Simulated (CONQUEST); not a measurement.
# AlN (F-43m) in CONQUEST: settings compared, part 2 of 2

CONQUEST 1.3. The steps go on from the part before.

## (4) Single point, revPBE

File Conquest_input:

```
IO.Title AlN
IO.Coordinates coords.dat
IO.FractionalAtomicCoords F
IO.Iprint 2
IO.Iprint_init 1
General.NumberOfSpecies 2
General.PseudopotentialType hamann
General.FunctionalType 102
General.DifferentFunctional T
AtomMove.TypeOfRun static
AtomMove.FullStress T
Grid.GridCutoff 150
DM.SolutionMethod diagon
Diag.MPMesh T
Diag.GammaCentred T
Diag.MPMeshX 6
Diag.MPMeshY 6
Diag.MPMeshZ 4
Diag.kT 0.00099223
minE.SCTolerance 1e-6
SC.MaxIters 100
IO.AtomChargeOutput T
IO.DumpChargeDensity T
IO.DumpESPot T
%block ChemicalSpeciesLabel
1 26.980 Al
2 14.010 N
%endblock
```

File coords.dat:

```
    5.8366710591     0.0000000000     0.0000000000
    0.0000000000     5.8366710591     0.0000000000
    0.0000000000     0.0000000000     8.2542993708
4
  0.0000000000   0.0000000000   0.0000000000 1 T T T
  2.9183355295   2.9183355295   4.1271496854 1 T T T
  0.0000000000   2.9183355295   6.1907245281 2 T T T
  2.9183355295   0.0000000000   2.0635748427 2 T T T
```

Potentials or basis: PseudoDojo NC PBE, SZP, grid cutoff 150 Ha.

Started as:

```sh
OMP_NUM_THREADS=1 Conquest
```

Standard output:

```text
Simulation cell dimensions:     5.8367 a0 x     5.8367 a0 x     8.2543 a0

      Atomic coordinates (a0)
         Atom         X         Y         Z  Species
            1    0.0000    0.0000    0.0000        1
            2    2.9183    2.9183    4.1271        1
            3    0.0000    2.9183    6.1907        2
            4    2.9183    0.0000    2.0636        2

         Monkhorst-Pack mesh:   6 x   6 x   4 gamma-centred
        This calculation includes non-local pseudopotentials,
         with a maximum core radius of      8.23709393

    Job title: AlN
    Job to be run: static calculation

[... 5 lines left out ...]
      Using Fermi-Dirac smearing

    Integration grid size:     36 x   36 x   48

    Integration grid spacing:  0.162 a0 x 0.162 a0 x 0.172 a0

    Number of species:  2
    --------------------------------------------------------
    |   #  mass (au)  Charge (e)  SF Rad (a0)  NSF  Label  |
    --------------------------------------------------------
    |   1     26.980       3.000        8.426    9  Al     |
    |   2     14.010       5.000        5.675    9  N      |
    --------------------------------------------------------
          SCF tolerance:                 0.00000100
          SCF iterations:               100

    The functional used will be GGA revPBE98

           radial cut-off to be used is taken to be max PAO cut-off radius for this species:    8.237094

           greatest ang. mom. for making density from PAOs:  2

           radial cut-off to be used is taken to be max PAO cut-off radius for this species:    5.483972

           greatest ang. mom. for making density from PAOs:  2
    Minimum blocs/proc is      972. Maximum blocs/proc is      972
    set_atom_dens: In set_atomic_density, electrons :      16.000000000000
 matrix_size & matrix_size_padH =           36          36

    Screened ion int: energy:     -16.854461143955 Ha

    new_SC_potl: Starting.  Tolerance:  0.10000E-05

    PulayMixSC: Starting Pulay mixing, A_up =  0.500 A_dn =  0.500
    PulayMixSC: Spin non-polarised calculation.
          Harris-Foulkes Energy            :       -25.683031184319319 Ha
          (TS=0 as O(N) or entropic contribution is negligible)
          DFT Total Energy                 :       -25.317163988427993 Ha
          Total number of electrons        :        15.999999999999991
    PulayMixSC: Pulay iteration     1 residual:              0.17935E-01
          Harris-Foulkes Energy            :       -25.551453094836127 Ha
          (TS=0 as O(N) or entropic contribution is negligible)
          DFT Total Energy                 :       -25.517855741462281 Ha
          Total number of electrons        :        15.999990666836313
    PulayMixSC: Pulay iteration     2 residual:              0.76509E-02
          Harris-Foulkes Energy            :       -25.538667149354382 Ha
          (TS=0 as O(N) or entropic contribution is negligible)
          DFT Total Energy                 :       -25.538679260508324 Ha
          Total number of electrons        :        15.999985173958576
    PulayMixSC: Pulay iteration     3 residual:              0.21857E-02
          Harris-Foulkes Energy            :       -25.538756056589190 Ha
          (TS=0 as O(N) or entropic contribution is negligible)
          DFT Total Energy                 :       -25.538755544948451 Ha
          Total number of electrons        :        15.999976401644043
    PulayMixSC: Pulay iteration     4 residual:              0.11340E-03
          Harris-Foulkes Energy            :       -25.538755988604567 Ha
          (TS=0 as O(N) or entropic contribution is negligible)
          DFT Total Energy                 :       -25.538755940378781 Ha
          Total number of electrons        :        15.999976816236448
    PulayMixSC: Pulay iteration     5 residual:              0.14586E-04
          Harris-Foulkes Energy            :       -25.538755944755003 Ha
          (TS=0 as O(N) or entropic contribution is negligible)
          DFT Total Energy                 :       -25.538755942243757 Ha
          Total number of electrons        :        15.999976913769837
    PulayMixSC: Pulay iteration     6 residual:              0.15799E-05
          Harris-Foulkes Energy            :       -25.538755943776014 Ha
          (TS=0 as O(N) or entropic contribution is negligible)
          DFT Total Energy                 :       -25.538755943760403 Ha
          Total number of electrons        :        15.999976916828512
    PulayMixSC: Pulay iteration     7 residual:              0.25344E-06
    PulayMixSC: Reached SCF tolerance of  0.25344E-06 after      7 iterations
      | Number of electrons      =        15.999977
      |* band energy as 2Tr[K.H] =        -8.160067917630213 Ha
      |  screened ion-ion energy =       -16.854461143954637 Ha
      |  Ha correction           =        -1.242753636446053 Ha
      |  XC correction           =         0.718531265371100 Ha
      |* Harris-Foulkes energy   =       -25.538755943776014 Ha
      |* DFT total energy        =       -25.538755943760403 Ha
      |  estimated accuracy      =        -0.000000000015611 Ha

    force: Forces on atoms (Ha/a0)
    force:  Atom   X              Y              Z
    force:     1  -0.0000000000  -0.0000000000  -0.0000000000
    force:     2   0.0000000000   0.0000000000  -0.0000000000
    force:     3  -0.0000000000   0.0000000000   0.0000000000
    force:     4   0.0000000000  -0.0000000000  -0.0000000000

    force: Maximum force :        0.00000000(Ha/a0) on atom         4 in x direction
    force: Force Residual:        0.00000000 Ha/a0
    force: Total stress:        -10.27783480     0.00000000     0.00000000 GPa
                            -0.00000000   -10.27783480    -0.00000000
                             0.00000000    -0.00000000   -10.51471544
    force: Average pressure:     10.35679502 GPa

    force: Finished force
    get_E_and_F: Change in energy during last step of electronic optimisation:  0.97899E-09

    BIBLIOGRAPHY: Please consider citing the following references in the conquest.bib file

    CONQUEST:         Bowler2002pt, Miyazaki2004, Nakata2020
    Basis:            Bowler2019
    DM:               Bowler:2006xr
    Pseudopotentials: Hamann2013, Bowler2019
    XC functional:    Zhang1998

    Warnings written to file Conquest_warnings; please check
```

It took 48 s on 1 thread of Intel Xeon Platinum 8488C (Sapphire Rapids), shared host; peak memory 0.52 GiB.

Results:

```yaml
Free_energy: -694.9450 eV
Pressure: 10.4 GPa
Band_gap_on_the_k_mesh: 3.36 eV
Mulliken_charges: Al +0.83; N -0.83 e
```

Caveat: the potentials were made for another functional, which shifts forces and pressure; the atomic basis is small; Mulliken charges move with the basis; the box holds several primitive cells, so bands are folded and the points are those of the box's own zone; the basis of atomic orbitals isn't converged, which shifts pressures, moduli and gaps; the real-space grid breaks the cell's symmetry a little.

## (5) Overview

| task | level | potentials or basis | spin | cell | k mesh | smearing | optimiser | max steps of the ions | SCF tolerance | ensemble | temperature | other keys | gap on the mesh (eV) | pressure (GPa) |
| --- | --- | --- | --- | --- | --- | --- | --- | --- | --- | --- | --- | --- | --- | --- |
| relaxation of the atoms | PBEint | PseudoDojo NC PBEsol, SZ, grid cutoff 120 Ha | collinear, antiferromagnetic start | atoms relaxed from: atoms moved at random, drawn with an rms of 0.1 Å | 9 × 9 × 6 | fermi-dirac 0.1 eV | cg | 30 | 1e-07 | - | - | several, not listed | 3.97 | 19.4 |
| molecular dynamics | PBE+D2 | PseudoDojo NC PBE, DZP, multi-site functions of range 10 bohr, grid cutoff 100 Ha | off | volume scaled by 1.04 | 6 × 6 × 4 | fermi-dirac 0.05 eV | - | 20 | 1e-05 | nve | 1000 K | - | - | - |
| single point | revPBE | PseudoDojo NC PBE, SZP, grid cutoff 150 Ha | off | as given | 6 × 6 × 4 | fermi-dirac 0.027 eV | - | - | 1e-06 | - | - | - | 3.36 | 10.4 |

Caveats: the basis of atomic orbitals isn't converged, which shifts pressures, moduli and gaps; the potentials were made for another functional, which shifts forces and pressure (some runs); the atomic basis is small (some runs); an odd mesh through Γ misses points on the zone boundary, where band edges often lie (some runs); multi-site functions contract the basis, which raises the energy a little and makes forces and stress less exact (some runs); the box holds several primitive cells, so bands are folded and the points are those of the box's own zone (some runs); the real-space grid breaks the cell's symmetry a little (some runs).

Total energies depend on the potentials used, so only differences within one code and one set of settings carry meaning.
